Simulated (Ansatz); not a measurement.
# RbBr: stiffness from a series of strains

```xyz
2
Lattice="0.0000 3.4275 3.4275 3.4275 0.0000 3.4275 3.4275 3.4275 0.0000" Properties=species:S:1:pos:R:3 pbc="T T T"
Rb    0.0000    0.0000    0.0000
Br    3.4275    3.4275    3.4275
```

Atom numbers follow the list: Rb1, Br2.

The cell is COD entry 1010048, as deposited and not checked against the literature; nothing was relaxed. It is an old determination, and later ones may differ.

Computed with Ansatz 0.2.0, DFT, PBEsol, all-electron LAPW, scalar-relativistic.

Numerical set-up: a Γ-centred 7×7×7 k mesh, Fermi–Dirac smearing of 0.03 eV, basis error target 1 meV/atom, no spin polarisation.

The strain is applied along the Cartesian axes of the cell as listed (the other components stay zero). Fractional coordinates are held (clamped ions).

σ is the change of stress from the unstrained cell, which is at -0.06 GPa; tension is positive, so slopes are stress–strain coefficients at that pressure.

Only quantities that a quadratic follows smoothly over the whole series are listed; rougher ones are left out.

```
    εzz  σzz (GPa)  σxx (GPa)
-0.0200      -0.76      -0.08
-0.0100      -0.35      -0.04
 0.0000       0.00       0.00
 0.0200       0.56       0.08
```

(1) Fit the series and read off the stiffness at zero strain.

(2) One run, at εzz = 0.0100, is withheld. Predict its row.

Results:

(1) Least-squares fits y = p0 + p1 x + p2 x² to the rows give σzz (GPa): p1 = 33, p2 = -250; σxx (GPa): p1 = 4, p2 = 6.5e-14. So C11 = 33 GPa and C12 = 4 GPa, which gives B = (C11 + 2 C12)/3 = 14 GPa.

(2) The fits give 0.31, 0.04; the run gave 0.30, 0.04.
